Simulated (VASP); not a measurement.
The system is Se.

```
Se
1.0
     4.36620    0.00000    0.00000
    -2.18310    3.78124    0.00000
     0.00000    0.00000    4.95360
Se
3
Direct
  0.77460 0.77460 0.00000
  0.00000 0.22540 0.66667
  0.22540 0.00000 0.33333
```

Base run:

```yaml
Program: VASP 6.6.1
Functional: HSE06
Potentials_or_basis: VASP PAW PBE potentials, release 64 (Se)
Cutoff: 520 eV
k_mesh: 6 × 6 × 4
Occupations: gaussian, width 0.02 eV
Spin: no spin polarisation
```

Its results: band gap on the k mesh 1.79 eV, indirect (least direct gap 2.07 eV); pressure 0.5 GPa; largest force 0.190 eV/Å.

The run is repeated on the same cell with these changes: functional from HSE06 to HSE03. What comes out?

Band gap on the k mesh 1.60 eV, indirect (least direct gap 1.88 eV); pressure 0.7 GPa; largest force 0.127 eV/Å.

Caveats: the PAW data sets were made with another functional, which shifts forces and pressure a little.

Not every run made on this cell is shown here.
